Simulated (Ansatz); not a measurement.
CuI (started from an entry of an open crystallographic database), relaxed with r2SCAN. The symmetry is F-43m (No. 216, cubic); a = 6.024 Å in the conventional setting, 27.33 Å³ an atom. Cu has 4 I at 2.61 Å; I has 4 Cu at 2.61 Å.

```cif
data_structure
_symmetry_space_group_name_H-M 'F-43m'
_symmetry_Int_Tables_number 216
_cell_length_a 6.0241
_cell_length_b 6.0241
_cell_length_c 6.0241
_cell_angle_alpha 90.000
_cell_angle_beta 90.000
_cell_angle_gamma 90.000
_cell_volume 218.61
loop_
_atom_site_label
_atom_site_type_symbol
_atom_site_symmetry_multiplicity
_atom_site_Wyckoff_symbol
_atom_site_fract_x
_atom_site_fract_y
_atom_site_fract_z
_atom_site_occupancy
Cu1 Cu 4 d 0.25000 0.25000 0.75000 1
I1 I 4 a 0.00000 0.00000 0.00000 1
```

3 runs of Ansatz 0.2.0 on this cell differ in the functional (and in the settings that go with it). Levels are in eV from each run's valence top; v1 is the last filled band, c1 the first empty one.

Run A, mean stress -3.8 GPa (compression positive):

| point | v4 | v3 | v2 | v1 | c1 | c2 |
| --- | --- | --- | --- | --- | --- | --- |
| Γ | -1.99 | 0.00 | 0.00 | 0.00 | 0.99 | 4.85 |
| X | -1.93 | -1.90 | -1.61 | -1.61 | 2.58 | 2.83 |
| U | -1.96 | -1.84 | -1.63 | -1.34 | 3.00 | 4.60 |
| L | -1.96 | -1.91 | -0.75 | -0.75 | 2.05 | 5.40 |

Run B, mean stress 0.0 GPa (compression positive):

| point | v4 | v3 | v2 | v1 | c1 | c2 |
| --- | --- | --- | --- | --- | --- | --- |
| Γ | -1.91 | 0.00 | 0.00 | 0.00 | 1.67 | 5.24 |
| X | -1.84 | -1.82 | -1.56 | -1.56 | 2.90 | 3.17 |
| U | -1.89 | -1.77 | -1.56 | -1.30 | 3.36 | 4.97 |
| L | -1.88 | -1.84 | -0.74 | -0.74 | 2.56 | 5.75 |

Run C, mean stress +0.8 GPa (compression positive):

| point | v4 | v3 | v2 | v1 | c1 | c2 |
| --- | --- | --- | --- | --- | --- | --- |
| Γ | -2.64 | 0.00 | 0.00 | 0.00 | 3.67 | 7.33 |
| X | -2.56 | -2.42 | -2.07 | -2.07 | 4.70 | 5.18 |
| U | -2.62 | -2.45 | -2.13 | -1.68 | 5.29 | 7.08 |
| L | -2.62 | -2.56 | -0.89 | -0.89 | 4.62 | 7.81 |

Question: Match the runs to LDA, r2SCAN, r2SCAN0.

Answer: A is LDA, B is r2SCAN, C is r2SCAN0. In order of the gap: LDA 0.99, r2SCAN 1.67, r2SCAN0 3.67 eV. The stress vanishes for r2SCAN, which relaxed the cell.

No spin polarisation and no zero-point or thermal motion.

Spin-orbit coupling is left out, which matters wherever the heavy atoms make up the band edges.

The program warns that its thresholds are loose for a hybrid's stress.

The meshes of the hybrids are coarse, so their gaps aren't converged to the digits shown.
